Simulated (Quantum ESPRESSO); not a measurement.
Runs of Quantum ESPRESSO 7.5 on AlN. The structure is cubic, space group F-43m (No. 216). The conventional cell has a = 4.368 Å, b = 4.368 Å, c = 4.368 Å, α = 90.00°, β = 90.00°, γ = 90.00°. Al (site symmetry -43m) is surrounded by 4 N at 1.89 Å. N (site symmetry -43m) is surrounded by 4 Al at 1.89 Å. Measurements of this composition are mostly on another form, of space group No. 186.

```csv
k mesh,mesh quality,gap on the mesh (eV),pressure (GPa)
4 × 4 × 4,coarse,3.19,(a)
10 × 10 × 10,not flagged,3.22,-2.8
6 × 6 × 6,not flagged,3.22,-2.8
8 × 8 × 8,not flagged,3.22,-2.8
12 × 12 × 12,not flagged,3.22,-2.8
```

Alike in all rows: task dielectric tensor; level LDA; potentials or basis GBRV 1.5 LDA; no spin polarisation; cell as given; cutoff (eV) 612; smearing fermi-dirac 0.05 eV.

Q: Estimate the missing entries.

A: (a) -2.7.

Caveats: some runs use coarse meshes; on a mesh that holds Γ this program's dielectric tensor can be off by some percent beyond the error of the mesh.

A k mesh can miss the band edges.

Runs at the PBE level aren't shown here.
